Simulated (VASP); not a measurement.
# MgO (P-6m2) in VASP: further runs, part 3 of 4

VASP 6.6.1.

**4. G0W0 quasiparticle levels, PBE**

POSCAR

```
MgO
1.0
    2.9380209034      0.0000000000      0.0000000000
   -1.4690104517      2.5444007392      0.0000000000
    0.0000000000      0.0000000000      2.6796800000
Mg O
1 1
Direct
    0.0000000000      0.0000000000      0.0000000000
    0.3333333333      0.6666666667      0.5000000000
```

INCAR.step1

```
SYSTEM = MgO
ALGO     = Normal         ! electronic algorithm
EDIFF    = 1E-8           ! SCF threshold, eV
ENCUT    = 450            ! plane-wave cutoff, eV
GGA      = PE             ! functional
ISMEAR   = 0              ! smearing method
LASPH    = .TRUE.         ! aspherical terms in the spheres
LCHARG   = .FALSE.        ! write CHGCAR
LREAL    = .FALSE.        ! projectors in reciprocal space
LWAVE    = .TRUE.         ! write WAVECAR
NELM     = 60             ! most SCF steps
PREC     = Accurate       ! precision mode
SIGMA    = 0.01           ! smearing width, eV
```

INCAR.step2

```
SYSTEM = MgO
ALGO     = Exact          ! electronic algorithm
EDIFF    = 1E-8           ! SCF threshold, eV
ENCUT    = 450            ! plane-wave cutoff, eV
GGA      = PE             ! functional
ISMEAR   = 0              ! smearing method
ISTART   = 1            
LASPH    = .TRUE.         ! aspherical terms in the spheres
LCHARG   = .FALSE.        ! write CHGCAR
LOPTICS  = .TRUE.         ! frequency-dependent dielectric function
LREAL    = .FALSE.        ! projectors in reciprocal space
LWAVE    = .TRUE.         ! write WAVECAR
NBANDS   = 124            ! bands
NELM     = 1              ! most SCF steps
PREC     = Accurate       ! precision mode
SIGMA    = 0.01           ! smearing width, eV
```

INCAR.step3

```
SYSTEM = MgO
ALGO     = EVGW0          ! electronic algorithm
EDIFF    = 1E-8           ! SCF threshold, eV
ENCUT    = 450            ! plane-wave cutoff, eV
ENCUTGW  = 75             ! cutoff of the response function
GGA      = PE             ! functional
ISMEAR   = 0              ! smearing method
ISTART   = 1            
LASPH    = .TRUE.         ! aspherical terms in the spheres
LCHARG   = .FALSE.        ! write CHGCAR
LREAL    = .FALSE.        ! projectors in reciprocal space
LWAVE    = .FALSE.        ! write WAVECAR
NBANDS   = 124            ! bands
NBANDSGW = 12           
NELMGW   = 1            
NOMEGA   = 48             ! frequency points
PREC     = Accurate       ! precision mode
PRECFOCK = Fast         
SIGMA    = 0.01           ! smearing width, eV
```

KPOINTS

```
k-points
0
G
  3 3 3
  0 0 0
```

Potentials or basis: VASP PAW PBE potentials, release 64 (Mg_GW, O_GW).

Started as:

```sh
$ cat potpaw_PBE.64/Mg_GW/POTCAR potpaw_PBE.64/O_GW/POTCAR > POTCAR
$ cp INCAR.step1 INCAR
$ mpirun -np 1 vasp_std > vasp.out
$ cp INCAR.step2 INCAR
$ mpirun -np 1 vasp_std > vasp.out
$ cp INCAR.step3 INCAR
$ mpirun -np 1 vasp_std > vasp.out
```

OUTCAR:

```text
SYSTEM = MgO
   EDIFF = 1E-8
   ENCUT = 450
   ENCUTGW = 75
   GGA = PE
   ISMEAR = 0
   ISTART = 1
   LASPH = .TRUE.
   LREAL = .FALSE.
   NELMGW = 1
   PREC = Accurate
   PRECFOCK = Fast

 Found      6 irreducible k-points:

 Following reciprocal coordinates:
            Coordinates               Weight
  0.000000  0.000000  0.000000      1.000000
  0.333333  0.000000  0.000000      6.000000
  0.333333  0.333333  0.000000      2.000000
  0.000000  0.000000  0.333333      2.000000
  0.333333  0.000000  0.333333     12.000000
  0.333333  0.333333  0.333333      4.000000
   k-points           NKPTS =      6   k-points in BZ     NKDIM =     27   number of bands    NBANDS=    124
   number of dos      NEDOS =    301   number of ions     NIONS =      2
   total plane-waves  NPLWV =   8000
   dimension x,y,z NGX =    20 NGY =   20 NGZ =   20
   dimension x,y,z NGXF=    40 NGYF=   40 NGZF=   40
   ions per type =               1   1
   NGX,Y,Z   is equivalent  to a cutoff of  11.32, 11.32, 12.41 a.u.
   NGXF,Y,Z  is equivalent  to a cutoff of  22.63, 22.63, 24.82 a.u.
 SYSTEM =  MgO
   PREC   = accura    normal or accurate (medium, high low for compatibility)
   ISTART =      1    job   : 0-new  1-cont  2-samecut
   ICHARG =      0    charge: 1-file 2-atom 10-const
   ISPIN  =      1    spin polarized calculation?
   LNONCOLLINEAR =      F non collinear calculations
   LSORBIT =      F    spin-orbit coupling
   LASPH  =      T    aspherical Exc in radial PAW
   ENCUT  =  450.0 eV  33.07 Ry    5.75 a.u.   5.08  5.08  4.63*2*pi/ulx,y,z
   NELM   =     60;   NELMIN=  2; NELMDL=  0     # of ELM steps
   EDIFF  = 0.1E-07   stopping-criterion for ELM
   LREAL  =      F    real-space projection
   EDIFFG = 0.1E-06   stopping-criterion for IOM
[... 16 lines left out ...]
     AMIX     =   0.40;   BMIX     =  1.00
     AMIX_MAG =   1.60;   BMIX_MAG =  1.00
  volume/ion in A,a.u.               =      10.02        67.59
  Fermi-wavevector in a.u.,A,eV,Ry     =   1.205583  2.278221 19.775115  1.453430
  Thomas-Fermi vector in A             =   2.341275
   LORBIT       =      0    0 simple, 1 ext, 2 COOP (PROOUT), +10 PAW based schemes
   GGA     = PE    functional components
   LHFCALC =     T    Hartree Fock is set to
   PRECFOCK=fast      Normal, Fast or Accurate (Low or Medium for compatibility)
   ENCUT4O =  -1.0   cutoff for four orbital integrals eV
   NKREDX  =     1    reduce k-point grid by
   NKREDY  =     1    reduce k-point grid by
   NKREDZ  =     1    reduce k-point grid by
   AEXX    =    1.0000 exact exchange contribution
   HFSCREEN=    0.0000 screening length (either q_TF or 0.3 A-1)
   HFSCREENC=   0.0000 screening length for correlation (either q_TF or 0.3 A-1)
   ENCUTFOCK=  -1.0 apply spherical cutoff to Coloumb kernel
   IVDW    =     0    specifies the selected vdW correction
   LEPSILON=     F    determine dielectric tensor
   LRPA    =     F    only Hartree local field effects (RPA)
   LRPAFORCE           =     F    calculate RPA forces
   ENCUTGW             =  75.0    cutoff for response function in eV
   ENCUTGWSOFT         =  60.0    soft cutoff for Coulomb kernel in GW response function in eV
   ENCUTLF             =  -1.0    cutoff for local field effects
   NELMGW              =     1    number of iterations in solving QP/BSE equation
   NELMHF              =     1    number of iterations in the inner HF iteration
   NKREDLFX            =     1    NKREDLFY  =   1   NKREDLFZ  =   1
 non-spin polarized calculation
 Gauss-broadening in eV      SIGMA  =   0.01
  energy-cutoff  :      450.00
  volume of cell :       20.03
 maximum number of plane-waves:       447
  NGX = 12; NGY = 12; NGZ = 10
   NGX = 11   NGY = 11   NGZ =  9
 maximum number of plane-waves:        33
 NGX is ok and might be reduce to    10

 QP shifts <psi_nk| G(iteration)W_0 |psi_nk>: iteration 1
 for sc-GW calculations column KS-energies equals QP-energies in previous step
 and V_xc(KS)=  KS-energies - (<T + V_ion + V_H > + <T+V_H+V_ion>^1  + <V_x>^1)

 k-point   1 :       0.0000    0.0000    0.0000
  band No.  KS-energies  QP-energies   sigma(KS)   V_xc(KS)     V^pw_x(r,r')   Z            occupation Imag(sigma)

      1     -14.0514     -16.0545     -21.0283     -18.1184     -29.8309       0.6884       2.0000       1.1762
      2       2.7905       1.8915     -20.3461     -19.1489     -24.8620       0.7510       2.0000       0.1850
      3       2.7905       1.8915     -20.3461     -19.1489     -24.8620       0.7510       2.0000       0.1850
      4       2.9934       2.0606     -20.4989     -19.2552     -25.0520       0.7500       2.0000       0.1851
      5       6.3348       7.0792     -10.2624     -11.1969      -6.4452       0.7966       0.0000      -0.1195
      6      15.1989      16.0743      -7.8181      -8.9289      -3.1427       0.7880       0.0000      -0.1629
      7      18.8451      19.8012      -7.5407      -8.7582      -2.6576       0.7853       0.0000      -0.2596
      8      18.8451      19.8012      -7.5407      -8.7582      -2.6576       0.7853       0.0000      -0.2596
      9      23.1418      23.9011      -7.5112      -8.4528      -2.0767       0.8063       0.0000      -0.7025
     10      24.1055      25.3858      -9.2791     -10.9707      -3.4194       0.7568       0.0000      -0.6903
     11      25.7686      27.1514      -9.3848     -11.2092      -3.4219       0.7579       0.0000      -0.7114
     12      25.7686      27.1514      -9.3848     -11.2092      -3.4219       0.7579       0.0000      -0.7114
[... 68 lines left out ...]
      1     -12.3507     -14.3280     -22.7399     -19.9088     -31.3587       0.6984       2.0000       0.9544
      2       0.5429      -0.6664     -18.0619     -16.4247     -22.5381       0.7386       2.0000       0.2181
      3       0.5548      -0.6770     -17.9110     -16.2473     -22.3246       0.7404       2.0000       0.2158
      4       0.6311      -0.5391     -18.7738     -17.1834     -23.4320       0.7358       2.0000       0.2223
      5      10.3439      11.0513      -8.2598      -9.1622      -4.0414       0.7840       0.0000      -0.1456
      6      14.3392      15.6389      -9.2428     -10.9097      -4.8303       0.7797       0.0000      -0.1623
      7      17.1807      18.4887      -9.6288     -11.3342      -4.7143       0.7670       0.0000      -0.2156
      8      18.4935      19.6266     -10.1078     -11.5690      -5.1345       0.7755       0.0000      -0.3089
      9      18.5988      20.1255     -11.3324     -13.3477      -6.0926       0.7575       0.0000      -0.3522
     10      24.6062      25.8154      -9.3166     -10.8648      -3.6880       0.7810       0.0000      -0.5782
     11      29.4038      30.8026      -8.0210      -9.7826      -2.3428       0.7940       0.0000      -0.7544
     12      30.6721      31.8067      -7.2511      -8.6434      -1.5206       0.8149       0.0000      -0.9560
```

OUTCAR.step1:

```text
SYSTEM = MgO
   EDIFF = 1E-8
   ENCUT = 450
   GGA = PE
   ISMEAR = 0
   LASPH = .TRUE.
   LREAL = .FALSE.
[... 174 lines left out ...]
      0.00000      0.00000      0.00000         0.000000      0.000000      0.000000
     -0.00000      1.69627      1.33984        -0.000000      0.000000      0.000000
 -----------------------------------------------------------------------------------
    total drift:                               -0.000001      0.000000     -0.000000

  FREE ENERGIE OF THE ION-ELECTRON SYSTEM (eV)
  ---------------------------------------------------
  free  energy   TOTEN  =       -11.1351680972 eV

  energy  without entropy=      -11.1351680972  energy(sigma->0) =      -11.13516810
```

Run time: 9.5 s. Hardware: 1 thread of Intel Xeon 6975P-C (Granite Rapids), shared host; peak memory 0.15 GiB.

The run converged, but some of its settings lie outside the range that counts as converged, so its numbers aren't taken as properties of the crystal.

What came out:

- Band gap on the k mesh, mean-field level: 2.93 eV, indirect (least direct gap 3.34 eV)
- Quasiparticle gap: 4.54 eV
- Least direct quasiparticle gap: 5.02 eV

Caveat: the k mesh is coarse (spacing up to 0.82 Å⁻¹), so the values aren't converged; bands, screening cutoff and mesh are small and nothing is extrapolated, so the quasiparticle values aren't converged; an odd mesh through Γ misses points on the zone boundary, where band edges often lie.

**5. G0W0 quasiparticle levels, PBE**

POSCAR is that of step 4.

INCAR.step1 is that of step 4.

INCAR.step2, as its differences from that of step 4:

```diff
@@ -12,3 +12,3 @@
 LWAVE    = .TRUE.         ! write WAVECAR
-NBANDS   = 124            ! bands
+NBANDS   = 52             ! bands
 NELM     = 1              ! most SCF steps
```

INCAR.step3, as its differences from that of step 4:

```diff
@@ -4,3 +4,3 @@
 ENCUT    = 450            ! plane-wave cutoff, eV
-ENCUTGW  = 75             ! cutoff of the response function
+ENCUTGW  = 260            ! cutoff of the response function
 GGA      = PE             ! functional
@@ -12,3 +12,3 @@
 LWAVE    = .FALSE.        ! write WAVECAR
-NBANDS   = 124            ! bands
+NBANDS   = 52             ! bands
 NBANDSGW = 12
```

KPOINTS is that of step 4.

Potentials or basis: VASP PAW PBE potentials, release 64 (Mg_GW, O_GW).

Started as:

```sh
$ cat potpaw_PBE.64/Mg_GW/POTCAR potpaw_PBE.64/O_GW/POTCAR > POTCAR
$ cp INCAR.step1 INCAR
$ mpirun -np 1 vasp_std > vasp.out
$ cp INCAR.step2 INCAR
$ mpirun -np 1 vasp_std > vasp.out
$ cp INCAR.step3 INCAR
$ mpirun -np 1 vasp_std > vasp.out
```

OUTCAR:

```text
SYSTEM = MgO
   EDIFF = 1E-8
   ENCUT = 450
   ENCUTGW = 260
   GGA = PE
   ISMEAR = 0
   ISTART = 1
   LASPH = .TRUE.
   LREAL = .FALSE.
   NELMGW = 1
   PREC = Accurate
   PRECFOCK = Fast

 Found      6 irreducible k-points:

 Following reciprocal coordinates:
            Coordinates               Weight
  0.000000  0.000000  0.000000      1.000000
  0.333333  0.000000  0.000000      6.000000
  0.333333  0.333333  0.000000      2.000000
  0.000000  0.000000  0.333333      2.000000
  0.333333  0.000000  0.333333     12.000000
  0.333333  0.333333  0.333333      4.000000
   k-points           NKPTS =      6   k-points in BZ     NKDIM =     27   number of bands    NBANDS=     52
   number of dos      NEDOS =    301   number of ions     NIONS =      2
   total plane-waves  NPLWV =   8000
   dimension x,y,z NGX =    20 NGY =   20 NGZ =   20
   dimension x,y,z NGXF=    40 NGYF=   40 NGZF=   40
   ions per type =               1   1
   NGX,Y,Z   is equivalent  to a cutoff of  11.32, 11.32, 12.41 a.u.
   NGXF,Y,Z  is equivalent  to a cutoff of  22.63, 22.63, 24.82 a.u.
 SYSTEM =  MgO
   PREC   = accura    normal or accurate (medium, high low for compatibility)
   ISTART =      1    job   : 0-new  1-cont  2-samecut
   ICHARG =      0    charge: 1-file 2-atom 10-const
   ISPIN  =      1    spin polarized calculation?
   LNONCOLLINEAR =      F non collinear calculations
   LSORBIT =      F    spin-orbit coupling
   LASPH  =      T    aspherical Exc in radial PAW
   ENCUT  =  450.0 eV  33.07 Ry    5.75 a.u.   5.08  5.08  4.63*2*pi/ulx,y,z
   NELM   =     60;   NELMIN=  2; NELMDL=  0     # of ELM steps
   EDIFF  = 0.1E-07   stopping-criterion for ELM
   LREAL  =      F    real-space projection
   EDIFFG = 0.1E-06   stopping-criterion for IOM
   NSW    =      0    number of steps for IOM
   IBRION =     -1    ionic relax: 0-MD 1-quasi-New 2-CG
[... 16 lines left out ...]
  volume/ion in A,a.u.               =      10.02        67.59
  Fermi-wavevector in a.u.,A,eV,Ry     =   1.205583  2.278221 19.775115  1.453430
  Thomas-Fermi vector in A             =   2.341275
   LORBIT       =      0    0 simple, 1 ext, 2 COOP (PROOUT), +10 PAW based schemes
   GGA     = PE    functional components
   LHFCALC =     T    Hartree Fock is set to
   PRECFOCK=fast      Normal, Fast or Accurate (Low or Medium for compatibility)
   ENCUT4O =  -1.0   cutoff for four orbital integrals eV
   NKREDX  =     1    reduce k-point grid by
   NKREDY  =     1    reduce k-point grid by
   NKREDZ  =     1    reduce k-point grid by
   AEXX    =    1.0000 exact exchange contribution
   HFSCREEN=    0.0000 screening length (either q_TF or 0.3 A-1)
   HFSCREENC=   0.0000 screening length for correlation (either q_TF or 0.3 A-1)
   ENCUTFOCK=  -1.0 apply spherical cutoff to Coloumb kernel
   IVDW    =     0    specifies the selected vdW correction
   LEPSILON=     F    determine dielectric tensor
   LRPA    =     F    only Hartree local field effects (RPA)
   LRPAFORCE           =     F    calculate RPA forces
   ENCUTGW             = 260.0    cutoff for response function in eV
   ENCUTGWSOFT         = 208.0    soft cutoff for Coulomb kernel in GW response function in eV
   ENCUTLF             =  -1.0    cutoff for local field effects
   NELMGW              =     1    number of iterations in solving QP/BSE equation
   NELMHF              =     1    number of iterations in the inner HF iteration
   NKREDLFX            =     1    NKREDLFY  =   1   NKREDLFZ  =   1
 non-spin polarized calculation
 Gauss-broadening in eV      SIGMA  =   0.01
  energy-cutoff  :      450.00
  volume of cell :       20.03
 maximum number of plane-waves:       447
  NGX = 12; NGY = 12; NGZ = 10
   NGX = 11   NGY = 11   NGZ =  9
 maximum number of plane-waves:       199

 QP shifts <psi_nk| G(iteration)W_0 |psi_nk>: iteration 1
 for sc-GW calculations column KS-energies equals QP-energies in previous step
 and V_xc(KS)=  KS-energies - (<T + V_ion + V_H > + <T+V_H+V_ion>^1  + <V_x>^1)

 k-point   1 :       0.0000    0.0000    0.0000
  band No.  KS-energies  QP-energies   sigma(KS)   V_xc(KS)     V^pw_x(r,r')   Z            occupation Imag(sigma)

      1     -14.0514     -15.8907     -20.8708     -18.1184     -29.8309       0.6683       2.0000       1.3265
      2       2.7905       1.8135     -20.4635     -19.1489     -24.8620       0.7432       2.0000       0.1721
      3       2.7905       1.8135     -20.4635     -19.1489     -24.8620       0.7432       2.0000       0.1721
      4       2.9934       1.9834     -20.6146     -19.2552     -25.0520       0.7430       2.0000       0.1732
      5       6.3348       7.3071      -9.9715     -11.1969      -6.4452       0.7935       0.0000      -0.1217
      6      15.1989      16.1811      -7.6851      -8.9289      -3.1427       0.7896       0.0000      -0.1635
      7      18.8451      19.9006      -7.4152      -8.7582      -2.6576       0.7859       0.0000      -0.2590
      8      18.8451      19.9006      -7.4152      -8.7582      -2.6576       0.7859       0.0000      -0.2590
      9      23.1418      24.0407      -7.3347      -8.4528      -2.0767       0.8039       0.0000      -0.6877
     10      24.1055      25.4372      -9.2076     -10.9707      -3.4194       0.7553       0.0000      -0.6900
     11      25.7686      27.1918      -9.3324     -11.2092      -3.4219       0.7583       0.0000      -0.7287
     12      25.7686      27.1918      -9.3324     -11.2092      -3.4219       0.7583       0.0000      -0.7287
[... 68 lines left out ...]
      1     -12.3507     -14.1717     -22.5570     -19.9088     -31.3587       0.6876       2.0000       1.1815
      2       0.5429      -0.6938     -18.1133     -16.4247     -22.5381       0.7324       2.0000       0.2070
      3       0.5548      -0.6984     -17.9527     -16.2473     -22.3246       0.7348       2.0000       0.2057
      4       0.6311      -0.5724     -18.8322     -17.1834     -23.4320       0.7300       2.0000       0.2142
      5      10.3439      11.1315      -8.1593      -9.1622      -4.0414       0.7854       0.0000      -0.1460
      6      14.3392      15.7147      -9.1462     -10.9097      -4.8303       0.7800       0.0000      -0.1655
      7      17.1807      18.5663      -9.5340     -11.3342      -4.7143       0.7697       0.0000      -0.2189
      8      18.4935      19.6828     -10.0262     -11.5690      -5.1345       0.7708       0.0000      -0.3062
      9      18.5988      20.1978     -11.2350     -13.3477      -6.0926       0.7568       0.0000      -0.3583
     10      24.6062      25.9174      -9.1862     -10.8648      -3.6880       0.7812       0.0000      -0.5901
     11      29.4038      30.9090      -7.8985      -9.7826      -2.3428       0.7989       0.0000      -0.7597
     12      30.6721      31.9592      -7.0679      -8.6434      -1.5206       0.8169       0.0000      -0.9417
```

It took 10 s on 1 thread of Intel Xeon 6975P-C (Granite Rapids), shared host; peak memory 0.19 GiB.

These settings aren't checked as converged: the numbers below hold their error.

What came out:

* Band gap on the k mesh, mean-field level: 2.93 eV, indirect (least direct gap 3.34 eV)
* Quasiparticle gap: 4.85 eV
* Least direct quasiparticle gap: 5.32 eV

Caveat: the k mesh is coarse (spacing up to 0.82 Å⁻¹), so the values aren't converged; bands, screening cutoff and mesh are small and nothing is extrapolated, so the quasiparticle values aren't converged; an odd mesh through Γ misses points on the zone boundary, where band edges often lie.

[end of part 3 of 4]
